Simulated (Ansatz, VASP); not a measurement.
One calculation of Mo, two programs

```
Mo
1.0
    -1.56594    1.56594    1.56594
     1.56594   -1.56594    1.56594
     1.56594    1.56594   -1.56594
Mo
1
Cartesian
  0.0000 0.0000 0.0000
```

Alike in both runs: task relaxation of cell and atoms; functional PBEsol; k mesh 16 × 16 × 16; occupations gaussian, width 0.1 eV; no spin polarisation.

|  | VASP | Ansatz |
| --- | --- | --- |
| version | VASP 6.6.1 | Ansatz 0.2.0 |
| potentials or method | VASP PAW PBE potentials, release 64 (Mo_sv) | scalar-relativistic, plane waves, PAW |
| plane-wave cutoff (eV) | 600 | 420 |
| valence electrons in the cell | 14 | 14 |

Ansatz gave:

```
gap on the k mesh at the Fermi level, each at its own relaxed structure (eV) : none
relaxed volume (Å³/atom)                                                     : 15.32
relaxed cell length with the largest relative difference (Å)                 : 2.710
```

Question: Estimate VASP's values.

Answer: gap on the k mesh at the Fermi level, each at its own relaxed structure (eV): none; relaxed volume (Å³/atom): 15.34; relaxed cell length with the largest relative difference (Å): 2.711.

A gap of «none» marks a metal or a gap that the smearing closes. Ansatz warned: «pseudo_functional_mismatch».

Caveats: the PAW data sets were made with another functional, which shifts forces and pressure a little (VASP).
